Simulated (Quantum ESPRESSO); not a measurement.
# TiTe in Quantum ESPRESSO: the effect of target pressure

The system is TiTe.

```
CELL_PARAMETERS angstrom
0.00000 3.05007 3.05007
3.05007 0.00000 3.05007
3.05007 3.05007 0.00000
ATOMIC_POSITIONS crystal
Ti 0.50000 0.50000 0.50000
Te 0.00000 0.00000 0.00000
```

The cell comes from a database or a generator and needn't be the stable form of this composition.

Alike in all runs:

```yaml
Program: Quantum ESPRESSO 7.5
Task: phonons
Functional: LDA
Potentials_or_basis: GBRV 1.5 LDA
Cutoff: 612 eV
Density_cutoff: 4898 eV
k_mesh: 8 × 8 × 8
Occupations: cold, width 0.2 eV
Spin: no spin polarisation
```

Each run relaxes the cell or the atoms first.

```csv
target pressure,relaxed volume (Å³/atom),highest phonon frequency (cm⁻¹)
0 GPa,21.00,195
10 GPa,19.29,243
25 GPa,17.64,295
50 GPa,15.90,357
80 GPa,?,?
```

Task: What does the run with target pressure 80 GPa give?

Result: Relaxed volume 14.54 Å³/atom; highest phonon frequency 416 cm⁻¹.

Worked out: In Murnaghan's law V^(-B') rises as a straight line in P. The other rows fit best with B' = 3.9, V0 = 21.00 Å³/atom and B0 = 99 GPa, which gives 14.60 Å³/atom at 80 GPa, against the run's 14.54. A parabola through the other rows of the highest phonon frequency, of slope -0.297 cm⁻¹ per GPa there, extrapolates to 377 cm⁻¹, against the run's 416. The fit is too stiff a form for this range.

Caveats: the volume moved by over 15 % at a fixed basis, so the end points are rough; the cell is more than 3 GPa from zero pressure, which shifts response properties (some runs); the mesh is thin for the phonons of a metal (some runs).
